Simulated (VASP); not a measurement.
Write the native input for VASP 6.6.1 that does the following.

```
Task                   : core levels
Functional             : PBE
Potentials or basis    : VASP PAW PBE potentials, release 64 (Ge_d)
Cutoff                 : 520 eV
k mesh                 : 9 × 9 × 6
Occupations            : gaussian, width 0.02 eV
Spin                   : no spin polarisation
Further INCAR settings : ALGO = Normal; EDIFF = 1e-06
```

The structure of Ge lies in POSCAR:

```
Ge
1.0
    0.0000000000     -2.0983605200     -2.0983605200
    0.0000000000      2.0983605200     -2.0983605200
    4.1967210500      0.0000000000      0.0000000000
Ge
2
Direct
    0.5554013700      0.4948906800      0.5484903900
    0.9445986300      0.0051093200      0.9515096100
```

This isn't the form of Ge at room conditions, which is diamond.

The cell isn't the ideal one: a zone-boundary wave of random shape, sigma 0.15 Å.

The input as run:

INCAR

```
PREC     = Accurate       # precision mode
ENCUT    = 520            # plane-wave cutoff, eV
EDIFF    = 1E-6           # SCF threshold, eV
ISMEAR   = 0              # smearing method
SIGMA    = 0.02           # smearing width, eV
LREAL    = False          # projectors in reciprocal space
LASPH    = True           # aspherical terms in the spheres
NELM     = 100            # most SCF steps
ALGO     = Normal         # electronic algorithm
ISIF     = 2              # what is computed and relaxed
LWAVE    = False          # write WAVECAR
LCHARG   = False          # write CHGCAR
GGA      = PE             # functional
ICORELEVEL= 1
```

KPOINTS

```
Automatic mesh
0
Gamma
  9 9 6
```

Potentials or basis: VASP PAW PBE potentials, release 64 (Ge_d).

Run with:

```sh
$ cat potpaw_PBE.64/Ge_d/POTCAR > POTCAR
$ mpirun -np 1 vasp_std > vasp.out
```

Results of the run:

| Quantity | Value |
| --- | --- |
| Pressure | 9.8 GPa |
| Largest force | 1.658 eV/Å |
| Band gap on the k mesh | none (metal or under the smearing width) |

Caveat: forces of over 1 eV/Å show positions far from the minimum, so gaps and moduli don't describe the material at rest.

Run time: 57 s on 1 thread of Intel(R) Xeon(R) Platinum 8488C (Sapphire Rapids), with other jobs on the host, peak memory 0.25 GiB.
